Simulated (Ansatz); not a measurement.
**BaTe: band gap under strain**

Aim: follow the gap of rocksalt BaTe through these states: +3.0 % biaxial strain in x and y, free along z; -1.0 % shear in the xy plane; -1.5 % equal strain in all directions. The table at the end shows which levels were run.

The runs shown are made with Ansatz 0.2.0. PAW datasets, plane waves. Computed at 0 K without zero-point motion; spin polarisation is off.

**1. The structure to begin with**

The unstrained cell was relaxed with r2SCAN; in each strained cell the atoms were relaxed again with r2SCAN. Names of k-points are those of the unstrained zone, where strain can split equivalent points. First state: +3.0 % biaxial strain in x and y, free along z.

The symmetry is I4/mmm (No. 139, tetragonal); conventional cell a = 5.145 Å, c = 7.007 Å, 46.38 Å³ an atom. Around Ba lie 6 Te at 3.50–3.64 Å; around Te lie 6 Ba at 3.50–3.64 Å.

As a file:

```cif
data_structure
_symmetry_space_group_name_H-M 'I4/mmm'
_symmetry_Int_Tables_number 139
_cell_length_a 5.1454
_cell_length_b 5.1454
_cell_length_c 7.0067
_cell_angle_alpha 90.000
_cell_angle_beta 90.000
_cell_angle_gamma 90.000
_cell_volume 185.50
loop_
_atom_site_label
_atom_site_type_symbol
_atom_site_symmetry_multiplicity
_atom_site_Wyckoff_symbol
_atom_site_fract_x
_atom_site_fract_y
_atom_site_fract_z
_atom_site_occupancy
Ba1 Ba 2 a 0.00000 0.00000 0.00000 1
Te1 Te 2 b 0.00000 0.00000 0.50000 1
```

From earlier runs on the unstrained cell: PBE 1.65 eV, r2SCAN 2.00 eV, HSE06 2.35 eV, G0W0 2.68 eV (on its mesh); a = 7.065 Å.

**2. +3.0 % biaxial strain in x and y, free along z: PBE**

Input file input.yaml:

```yaml
crystal:
  lattice:
    - [0.0, 3.6383584296, 3.5033386564]
    - [3.6383584296, 0.0, 3.5033386564]
    - [3.6383584296, 3.6383584296, 0.0]
  atoms:
    - { symbol: Ba, position: [0.0, 0.0, 0.0] }
    - { symbol: Te, position: [0.5, 0.5, 0.5] }
kpoints:
  mp_grid: { grid: [6, 6, 6] }
  band_path:
    path:
      - [0.0, 0.0, 0.0]
      - [0.5, 0.0, 0.5]
      - [0.625, 0.25, 0.625]
      - [0.375, 0.375, 0.75]
      - [0.5, 0.5, 0.5]
      - [0.5, 0.25, 0.75]
      - [0.5, 0.5, 0.0]
    npoints: 1
hamiltonian:
  xc: pbe
scf:
  occupations: { method: fermi_dirac, width: 0.02 }
  n_extra_bands: 4
output:
  forces: true
  stress: true
  eigenvalues: true
```

Run with:

```console
$ ansatz run input.yaml --threads 2 --pin off --max-ram 2211MiB --backend cpu --events-out ev --progress --plain --runs-dir out
```

Further steps of the session: +3.0 % biaxial strain in x and y, free along z: r2SCAN; +3.0 % biaxial strain in x and y, free along z: HSE06; +3.0 % biaxial strain in x and y, free along z: G0W0@PBE; -1.0 % shear in the xy plane: PBE; -1.0 % shear in the xy plane: r2SCAN; -1.0 % shear in the xy plane: HSE06; -1.0 % shear in the xy plane: G0W0@PBE; -1.5 % equal strain in all directions: PBE; -1.5 % equal strain in all directions: r2SCAN; -1.5 % equal strain in all directions: HSE06; -1.5 % equal strain in all directions: G0W0@PBE.

Q: Predict the outcome of this session.

**Answer**, as computed:

Least gap in eV (negative: overlap), with the change from the unstrained cell in brackets. G0W0 is on its own coarse mesh.

```
                                         state  volume change (%)           PBE        r2SCAN         HSE06          G0W0
+3.0 % biaxial strain in x and y, free along z               +5.2  1.70 (+0.05)  2.03 (+0.03)  2.40 (+0.05)  2.75 (+0.07)
                  -1.0 % shear in the xy plane               -0.0  1.64 (-0.01)  1.99 (-0.01)  2.33 (-0.02)  2.67 (-0.01)
         -1.5 % equal strain in all directions               -4.4  1.57 (-0.08)  1.92 (-0.08)  2.25 (-0.10)  2.56 (-0.12)
```

**Reading.** The largest move of the HSE06 gap in the table is -0.096 eV, under -1.5 % equal strain in all directions. PBE and HSE06 differ by 0.69 eV on the unstrained gap, and by at most 0.01 eV on its change: the two disagree on the size of the gap but agree on its response to strain. Spin-orbit coupling is left out of the table, though the cell holds Ba (Z = 56). G0W0 here is at a finite number of bands, screening cutoff and k mesh, not at the basis limit.
